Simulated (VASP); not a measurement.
For cubic CsBr (space group Pm-3m), PBE GGA, VASP's PBE PAW potentials (set 64) in VASP gives ε∞ = 3.11, a static ε₀ = 7.18 and a transverse optical mode at 74 cm⁻¹.

Estimate the longitudinal optical frequency at Γ.

By the Lyddane-Sachs-Teller relation, ω_LO = ω_TO √(ε₀/ε∞) = 74 × √(7.18/3.11) = 112 cm⁻¹.

The structure is a typed CsBr crystal (Pm-3m). The cell was not relaxed at this level. The run is one of a series of settings (EDIFF = 1E-8, IBRION = 8, LEPSILON = .TRUE., NSW = 1 against the base run), some of them coarse on purpose.
